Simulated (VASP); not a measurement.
Here is a VASP 6.6.1 calculation.

File INCAR:

```
  ALGO = Fast
  EDIFF = 1E-6
  ENCUT = 520
  GGA = PS
  ISIF = 2
  ISMEAR = -1
  LASPH = T
  LCHARG = F
  LREAL = F
  LWAVE = F
  NBANDS = 19
  NELM = 100
  PREC = Accurate
  SIGMA = 0.02
```

KPOINTS

```
k-points
0
Gamma
  6 6 4
```

POSCAR

```
TiS2
1.0
    3.4106015668      0.0000000000      0.0000000000
   -1.7053007834      2.9536675990      0.0000000000
    0.0000000000      0.0000000000      5.7387203108
Ti S
1 2
Direct
    0.0000000000      0.0000000000      0.0000000000
    0.3333333333      0.6666666667      0.2449123130
    0.6666666667      0.3333333333      0.7550876870
```

Potentials or basis: VASP PAW PBE potentials, release 64 (Ti_sv, S).

The run is started by

```sh
$ cat potpaw_PBE.64/Ti_sv/POTCAR potpaw_PBE.64/S/POTCAR > POTCAR
$ mpirun -np 1 vasp_std > vasp.out
```

What does it give for the largest force?

0.025 eV/Å.

What does it give for the band gap on the k mesh?

None (metal or under the smearing width).

What does it give for the pressure?

-2.2 GPa.

Forces in eV/Å, atoms in the order of the input:
```
Ti   0.000  0.000  0.000
S    0.000  0.000 -0.025
S    0.000  0.000  0.025
```

Caveat: the PAW data sets were made with another functional, which shifts forces and pressure a little; this functional lacks dispersion, which binds the layers, so the pressure and a relaxed spacing across them are unreliable.
